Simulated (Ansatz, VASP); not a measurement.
# Two plane-wave programs on ZnS

```
Zn S
1.0
     3.82300    0.00000    0.00000
    -1.91150    3.31082    0.00000
     0.00000    0.00000    6.26100
Zn S
2 2
Direct
  0.33333 0.66667 0.97195
  0.66667 0.33333 0.47195
  0.33333 0.66667 0.40305
  0.66667 0.33333 0.90305
```

Change from the starting cell: polar distortion scaled by 0.55.

Alike in both runs: task single point; functional PBEsol; k mesh 9 × 9 × 6; no spin polarisation.

```csv
,VASP,Ansatz
version,VASP 6.6.1,Ansatz 0.2.0
potentials or method,"VASP PAW PBE potentials, release 64 (Zn, S)","scalar-relativistic, plane waves, PAW"
plane-wave cutoff (eV),520,420
occupations,"gaussian, width 0.01 eV",fixed
valence electrons in the cell,36,36
```

```tsv
	VASP	Ansatz	Ansatz less VASP
gap on the k mesh at the Fermi level (eV)	2.19	2.18	-0.012
least direct gap on the mesh (eV)	2.19	2.18	-0.012
pressure (GPa)	0.6	0.4	-0.20
largest component of the traceless stress (GPa)	3.92	3.82	-0.098
rms of the force components (eV/Å)	0.441	0.437	-0.0044
```

Atom by atom the forces differ by 0.004 eV/Å (rms over components). Ansatz warned: «pseudo_functional_mismatch».

Caveats: the PAW data sets were made with another functional, which shifts forces and pressure a little (VASP); an odd mesh through Γ misses points on the zone boundary, where band edges often lie.
